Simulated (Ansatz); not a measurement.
# A small benchmark: dipole moment

10 molecules; the dipole moment in D, computed less measured. Shapes, held fixed at every level: PBE0-D4/def2-TZVP. No vibrational averaging. Dipoles are compared by magnitude; molecules under 1 D, whose direction can flip, are left out. Programs: Ansatz 0.2.0. Measured values: NIST CCCBDB.

Levels: A = PBE-D4/def2-TZVPP; B = r2SCAN-D4/def2-TZVPP; C = wB97M-V/def2-TZVPP.

| molecule | measured | A | B | C |
| --- | --- | --- | --- | --- |
| BrF (bromine fluoride) | 1.42 | -0.18 | -0.17 | +0.02 |
| HCl (hydrogen chloride) | 1.08 | +0.09 | +0.14 | +0.11 |
| SO2 (sulfur dioxide) | 1.63 | -0.09 | -0.05 | +0.17 |
| PF3 (phosphorus trifluoride) | 1.03 | -0.19 | -0.18 | +0.04 |
| CHBrF2 (SMILES FC(F)Br) | 1.50 | -0.22 | -0.14 | -0.13 |
| C2F3N (cyanotrifluoromethane) | 1.33 | +0.15 | +0.16 | +0.07 |
| C2H3N (isocyanomethane) | 3.85 | +0.12 | +0.12 | -0.04 |
| C3H3NO (SMILES c1cocn1) | 1.50 | +0.06 | +0.07 | +0.07 |
| C2H6S (dimethyl sulfide) | 1.50 | +0.01 | +0.10 | +0.01 |
| C3H6O (acetone) | 2.88 | -0.02 | +0.09 | +0.11 |

Q: Which level does best on this set, which worst, and which err to one side?

A: 
```tsv
level	kind	mean error	mean absolute error	worst case
PBE-D4/def2-TZVPP	GGA	-0.027	0.113	CHBrF2
r2SCAN-D4/def2-TZVPP	meta-GGA	+0.014	0.122	PF3
wB97M-V/def2-TZVPP	range-separated hybrid	+0.043	0.077	SO2
```

On this set wB97M-V/def2-TZVPP has the smallest mean absolute error and r2SCAN-D4/def2-TZVPP the largest. wB97M-V/def2-TZVPP is too high in 8 of 10. The tabulated values of HCl, C2F3N are in doubt (older tables, estimates, or at odds with other calculations) and kept here. Over the 8 molecules whose values aren't doubted the mean absolute errors are A 0.111; B 0.115; C 0.074. The largest two are near a tie. Relativity is left out for Br. The set is small.

The small mean errors of PBE and r2SCAN come from cancellation: both put the dipole too low in BrF, PF3, SO2 and CHBrF2, and mostly too high elsewhere. In the first group, strongly electronegative fluorine or oxygen draws density from a heavier, more polarisable atom or from carbon, so the net dipole is sensitive to how far that charge moves. wB97M-V gives a larger dipole in all four, probably because its exact exchange limits the over-delocalisation of density and makes the polar bonds more ionic.

Most of its lead comes from BrF and PF3, where the errors shrink to +0.02 and +0.04. In SO2 the same shift overshoots, to +0.17, and in acetone too wB97M-V is further from experiment than either semilocal functional. The ranking therefore doesn't amount to a uniform improvement across bond types. More ionic bonds needn't mean a larger molecular dipole either, since bond and lone-pair contributions can oppose each other; in isocyanomethane wB97M-V gives the smallest dipole of the three.
